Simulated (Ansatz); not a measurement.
# Au (P6_3/mmc) in Ansatz: reference runs

How does Au come out in PBEsol? The cell is run as given and disturbed.

Everything below comes from runs of Ansatz 0.2.0. Logs are shortened: lines on timing, memory, paths and dates and some standing lists are left out, and cuts for length are marked.

## 1. The structure

It takes space group P6_3/mmc (No. 194, hexagonal). The conventional cell has a = 2.900 Å, b = 2.900 Å, c = 4.880 Å, α = 90.00°, β = 90.00°, γ = 120.00°. Around Au (site symmetry -6m2) lie 12 Au at 2.90 to 2.96 Å.

This isn't the form of Au at room conditions, which is fcc.

## 2. Single point, PBEsol

The input, input.yaml:

```yaml
crystal:
  lattice:
    - [2.9, 0.0, 0.0]
    - [-1.45, 2.511473671, 0.0]
    - [0.0, 0.0, 4.88]
  atoms:
    - { symbol: Au, position: [0.6666666667, 0.3333333333, 0.25] }
    - { symbol: Au, position: [0.3333333333, 0.6666666667, 0.75] }
hamiltonian:
  xc: pbesol
  pseudopotentials: { kind: paw }
kpoints:
  mp_grid: { grid: [11, 11, 6] }
scf:
  occupations: { method: fermi_dirac, width: 0.05 }
output:
  forces: true
  stress: true
  eigenvalues: true
```

Potentials or basis: Ansatz PAW.

Started as:

```console
ansatz run input.yaml --threads 2 --pin off --max-ram 5632MiB --backend cpu --events-out ev --progress --plain --runs-dir out
```

The program printed:

```text
Warning: RAYON_NUM_THREADS=2 ignored (pool sized by the plan → 2); use --threads N
Engine: ansatz 0.2.0, aarch64-unknown-linux-gnu
Pseudopotentials: kind: paw
Pseudopotential: Au, paw, valence charge 19, recommended cutoff 420 eV (normal), Au.paw.azcp
Functional definition: PBEsol
  exchange = pbesol_x
  correlation = pbesol_c
Crystal: 2 atoms, lattice volume = 35.542 Å³
Basis set: ecut = 420 eV, 701 PW (Γ), exchange–correlation on 40×40×72 points (8 copies of the dense FFT grid, shifted against one another)
Bands: 23, of which v1, the nominal top of the filled ones, is band 19 counted from 1 (18 counted from 0)
Symmetry: 24 space group operations
Space group: P63/mmc (ITA 194), of the structure as read, at distance tolerance 3.3e-5 Å
k-points: 64 of 726
Non-local potential: Au, projectors of the file, l = 0: 3, l = 1: 2, l = 2: 2, l = 3: 1
PAW form: soft (Blöchl's): semilocal exchange-correlation on the pseudo side does not see the compensation charge
PAW frozen core: Au, regenerated for the run's functional, and the local potential with it (the file was generated under x = pbe(κ = 0.804, μ = 0.2195149727645171), c = pbe(β = 0.06672455060314922))
PAW one-centre angular grid: Au, 590 points (default); XC on 64 Gauss nodes
Initial density: superposition of atomic densities (neutral atoms: chi_scale 0, normalization atom), corrected by the library's trained network
Initial wavefunctions: pseudopotential atomic-orbital guess
Functional: x = pbesol(κ = 0.804, μ = 0.12345679012345678), c = pbesol(β = 0.046)
SCF iter   1: F=—  HF=-26014.162661 eV  |F-HF|=—  |Δ(HF+E_count)|=         —  Δρ=6.61e-3  dr2=1.45e-2  ethr=1.77e-3  ⟨swp⟩=4.6  Hψ=5580  notcnv=0
preconditioner: auto → Kerker (q_TF=auto, 2.759 Å⁻¹)  [metal: Δε(μ)=0.028 eV  Ē_g=10.596 eV  σ=0.050 eV  W_gap=0.14  n_scr=10 (ndim 8)  ℏωp=29.2 eV  f_vac=0.000  D(μ)=1.14/eV (n_scr^D=2)]
SCF iter   2: F=—  HF=-26014.160019 eV  |F-HF|=—  |Δ(HF+E_count)|=   2.64e-3  Δρ=2.88e-3  dr2=2.47e-3  ethr=3.82e-5  ⟨swp⟩=2.2  Hψ=2702  notcnv=0
SCF iter   3: F=—  HF=-26014.159361 eV  |F-HF|=—  |Δ(HF+E_count)|=   6.58e-4  Δρ=6.78e-4  dr2=8.29e-5  ethr=6.49e-6  ⟨swp⟩=2.0  Hψ=1987  notcnv=0
SCF iter   4: F=—  HF=-26014.159380 eV  |F-HF|=—  |Δ(HF+E_count)|=   1.95e-5  Δρ=1.13e-4  dr2=2.23e-6  ethr=2.18e-7  ⟨swp⟩=2.3  Hψ=2437  notcnv=0
SCF iter   5: F=—  HF=-26014.159381 eV  |F-HF|=—  |Δ(HF+E_count)|=   5.08e-7  Δρ=2.34e-5  dr2=2.14e-7  ethr=5.87e-9  ⟨swp⟩=2.2  Hψ=2334  notcnv=0
SCF iter   6: F=-26014.159381 eV  HF=-26014.159381 eV  |F-HF|=4.07e-10  |Δ(HF+E_count)|=   1.95e-8  Δρ=4.24e-6  dr2=5.91e-9  ethr=2.63e-10  ⟨swp⟩=4.4  Hψ=5074  notcnv=0
SCF 1 converged in 6 iterations: F = -26014.159381 eV  dr2 = 5.91e-9
SCF converged after 6 iterations
Free energy (F): -26014.159381 eV
Harris-Foulkes:  -26014.159381 eV  (|F-HF|=4.07e-10)
Internal energy: -26014.150780 eV  (E = F + TS)
E sigma→0 (E₀):  -26014.155081 eV
Entropy (-TS):   -0.008601 eV (-4.300 meV/atom)
Fermi energy:    19.267626 eV
--- Per-component energies (eV) ---
  E_band       = -457.208326
  E_kinetic    = 1207.557202
  E_local      = -3538.189383  (includes V_loc(G=0)·N_el)
  E_nonlocal   = 155.489197
  E_hartree    = 1496.602007
  E_xc         = -452.227603
  E_vxc        = -547.959229  (∫ρ·V_xc dr)
  E_paw        = -19131.481619  (= ΣΔE_a)
  E_vpaw       = -727.312868  (= ΣTr[D̂ρ^β])
  E_aug_tail   = 0.002743  (compensation charges beyond the density's cutoff)
  E_ewald      = -5752.522283
  E_core_change = 0.618958  (= ΣΔE_core)
  E_smearing   = -0.008601  (= −TS)
  E_closure    = 0.000000  (closes the sum)
  Σ components = -26014.159381   (vs F -26014.159381, Δ=0.00e0)
--- Forces (eV/Å), atoms counted from 1 ---
  atom   1  Au    -0.00000000    -0.00000000     0.00000000
  atom   2  Au     0.00000000     0.00000000    -0.00000000
  max |Σ_I F_I| component: 4.63e-18 eV/Å
--- Stress (GPa, compression-positive) ---
       -6.281184       0.000000      -0.000000
        0.000000      -6.281184      -0.000000
       -0.000000      -0.000000      -6.763240
  P = ⅓ Tr σ = -6.4419 GPa (-64.419 kbar)
--- Band table (eV; the first three rows and the last of 64) ---
  k-point 0: bands = ["-86.0287", "-86.0207", "-37.5079", "-37.3618", "-37.3618", "-37.3406", "-37.3382", "-37.3382", "9.8139", "12.2510", "14.6702", "14.9540", "14.9540", "15.2439", "15.2439", "15.9113", "15.9113", "17.1860", "17.1860", "18.2612", "21.7580", "33.8205", "34.8467"]
  k-point 1: bands = ["-86.0282", "-86.0213", "-37.4969", "-37.3602", "-37.3602", "-37.3519", "-37.3398", "-37.3398", "10.0335", "12.2285", "14.6221", "14.9109", "14.9109", "15.1828", "15.1828", "16.0641", "16.0641", "17.0363", "17.1508", "17.1508", "23.4237", "33.3287", "35.0735"]
  k-point 2: bands = ["-86.0267", "-86.0227", "-37.4664", "-37.3828", "-37.3559", "-37.3559", "-37.3441", "-37.3441", "10.6470", "12.0463", "14.5437", "14.8723", "14.8723", "15.0450", "15.0450", "15.4729", "16.4009", "16.4009", "17.0165", "17.0165", "26.3798", "32.2181", "34.3547"]
  k-point 63: bands = ["-86.0165", "-86.0165", "-37.4932", "-37.4932", "-37.4531", "-37.4531", "-37.3791", "-37.3791", "13.5531", "13.5531", "14.2661", "14.2661", "14.9247", "14.9247", "15.8486", "15.8486", "17.2586", "17.2586", "22.9142", "22.9142", "23.6365", "23.6365", "26.4439"]
```

Run time: 1.1 s. Hardware: 2 threads of Arm Neoverse V2, shared host; peak memory 0.31 GiB.

What came out:

| Quantity | Value |
| --- | --- |
| Free energy | -26014.1594 eV |
| Pressure | -6.4 GPa |
| Band gap on the k mesh | none (metal or under the smearing width) |

Levels at points of the mesh, in eV from the Fermi level:
```csv
k point,band 17,band 18,band 19,band 20,band 21,band 22
"(0.00, 0.00, 0.00)",-3.36,-2.08,-2.08,-1.01,2.49,14.55
"(0.00, 0.00, -0.50)",-2.51,-2.51,-2.51,-2.51,10.31,10.31
```

Caveat: the PAW data sets come from PBE, with cores solved anew for the run's functional, which leaves a small shift of forces and pressure. The run has no spin-orbit coupling, so splittings on Au are missing.

## 3. Single point, PBEsol (atoms moved at random, drawn with an rms of 0.05 Å)

The input, input.yaml:

```yaml
crystal:
  lattice:
    - [2.9, 0.0, 0.0]
    - [-1.45, 2.511473671, 0.0]
    - [0.0, 0.0, 4.88]
  atoms:
    - { symbol: Au, position: [0.688191, 0.352032, 0.251218] }
    - { symbol: Au, position: [0.32218, 0.663265, 0.75447] }
hamiltonian:
  xc: pbesol
  pseudopotentials: { kind: paw }
kpoints:
  mp_grid: { grid: [11, 11, 6] }
scf:
  occupations: { method: fermi_dirac, width: 0.05 }
output:
  forces: true
  stress: true
  eigenvalues: true
  write_density: true
  write_potential: true
  elf: true
  volumetric_format: npy
```

Potentials or basis: Ansatz PAW.

Started as:

```console
ansatz run input.yaml --threads 2 --pin off --max-ram 5632MiB --backend cpu --events-out ev --progress --plain --runs-dir out
```

The program printed:

```text
Warning: RAYON_NUM_THREADS=2 ignored (pool sized by the plan → 2); use --threads N
[... 6 set-up lines as earlier in the session ...]
Crystal: 2 atoms, lattice volume = 35.542 Å³
Basis set: ecut = 420 eV, 701 PW (Γ), exchange–correlation on 40×40×72 points (8 copies of the dense FFT grid, shifted against one another)
Bands: 23, of which v1, the nominal top of the filled ones, is band 19 counted from 1 (18 counted from 0)
Symmetry: 2 space group operations
Space group: P-1 (ITA 2), of the structure as read, at distance tolerance 3.3e-5 Å
k-points: 364 of 726
[... 7 set-up lines as earlier in the session ...]
SCF iter   1: F=—  HF=-26014.161268 eV  |F-HF|=—  |Δ(HF+E_count)|=         —  Δρ=6.69e-3  dr2=1.49e-2  ethr=1.77e-3  ⟨swp⟩=4.6  Hψ=31514  notcnv=0
[... 13 lines left out ...]
Entropy (-TS):   -0.008156 eV (-4.078 meV/atom)
Fermi energy:    19.262908 eV
--- Per-component energies (eV) ---
  E_band       = -457.278587
  E_kinetic    = 1207.562564
  E_local      = -3539.068735  (includes V_loc(G=0)·N_el)
  E_nonlocal   = 155.476389
  E_hartree    = 1497.010049
  E_xc         = -452.235231
  E_vxc        = -547.969532  (∫ρ·V_xc dr)
  E_paw        = -19131.474260  (= ΣΔE_a)
  E_vpaw       = -727.302105  (= ΣTr[D̂ρ^β])
  E_aug_tail   = 0.002762  (compensation charges beyond the density's cutoff)
  E_ewald      = -5752.042208
  E_core_change = 0.618958  (= ΣΔE_core)
  E_smearing   = -0.008156  (= −TS)
  E_closure    = 0.000000  (closes the sum)
  Σ components = -26014.157868   (vs F -26014.157868, Δ=0.00e0)
--- Forces (eV/Å), atoms counted from 1 ---
  atom   1  Au    -0.02144655    -0.01179941     0.08421131
  atom   2  Au     0.02144655     0.01179941    -0.08421131
  max |Σ_I F_I| component: 0.00e0 eV/Å
--- Stress (GPa, compression-positive) ---
       -6.177604       0.170282      -0.074288
        0.170282      -6.404650      -0.054329
       -0.074288      -0.054329      -6.610128
  P = ⅓ Tr σ = -6.3975 GPa (-63.975 kbar)
--- Band table (eV; the first three rows and the last of 364) ---
  k-point 0: bands = ["-86.0308", "-86.0227", "-37.5111", "-37.3696", "-37.3577", "-37.3422", "-37.3412", "-37.3390", "9.8134", "12.2512", "14.6467", "14.9323", "14.9768", "15.2109", "15.2855", "15.7928", "16.0396", "17.0610", "17.2968", "18.2625", "21.7626", "33.8089", "34.8499"]
  k-point 1: bands = ["-86.0303", "-86.0233", "-37.5000", "-37.3680", "-37.3565", "-37.3531", "-37.3431", "-37.3403", "10.0331", "12.2285", "14.6007", "14.8955", "14.9290", "15.1489", "15.2250", "15.9503", "16.1807", "17.0408", "17.0521", "17.2354", "23.4265", "33.3403", "35.0461"]
  k-point 2: bands = ["-86.0288", "-86.0247", "-37.4695", "-37.3852", "-37.3619", "-37.3530", "-37.3482", "-37.3436", "10.6465", "12.0463", "14.5274", "14.8732", "14.8755", "15.0147", "15.0830", "15.4652", "16.3198", "16.4864", "16.9807", "17.0406", "26.3797", "32.2246", "34.3557"]
  k-point 363: bands = ["-86.0209", "-86.0188", "-37.5134", "-37.4951", "-37.4257", "-37.4068", "-37.3837", "-37.3772", "12.7738", "13.1150", "13.7659", "14.2285", "15.0466", "15.5081", "15.8639", "16.9188", "17.1339", "17.3799", "18.4580", "22.3898", "23.2608", "27.0194", "28.0067"]
```

v_z.tsv:

```text
# z_ang	v_es[eV]	v_tot[eV]
# format = ansatz-planar-average/11
# xc	pbesol
# density_cutoff_ev	1680
# datasets	Au=:simpson_from_first_knot:soft:shift=-1073664
# lattice	2.900000000	0.000000000	0.000000000
# lattice	-1.450000000	2.511473671	0.000000000
# lattice	0.000000000	0.000000000	4.880000000
# sites	2
# site	79	1.485307500	0.884119099	1.225943840
# site	79	-0.027412250	1.665772584	3.681813600
0.000000	2.044431e1	1.066126e1
0.135556	2.014417e1	1.021997e1
0.271111	1.890500e1	8.489043e0
0.406667	1.643479e1	5.211537e0
0.542222	1.303603e1	7.811881e-1
0.677778	9.490695e0	-3.881063e0
[... 28 lines left out ...]
4.608889	1.850147e1	7.943777e0
4.744444	1.997944e1	9.982655e0
```

Wall time 8.1 s (2 threads of Arm Neoverse V2, shared host); peak memory 0.47 GiB.

What came out:

```
Free energy            : -26014.1579 eV
Pressure               : -6.4 GPa
Largest force          : 0.088 eV/Å
Band gap on the k mesh : none (metal or under the smearing width)
```

Forces on the atoms (eV/Å):
```
Au  -0.021 -0.012  0.084
Au   0.021  0.012 -0.084
```

Stress tensor (GPa, compression positive):
```
-6.18  0.17 -0.07
 0.17 -6.40 -0.05
-0.07 -0.05 -6.61
```

Caveat: the PAW data sets come from PBE, with cores solved anew for the run's functional, which leaves a small shift of forces and pressure. The run has no spin-orbit coupling, so splittings on Au are missing.
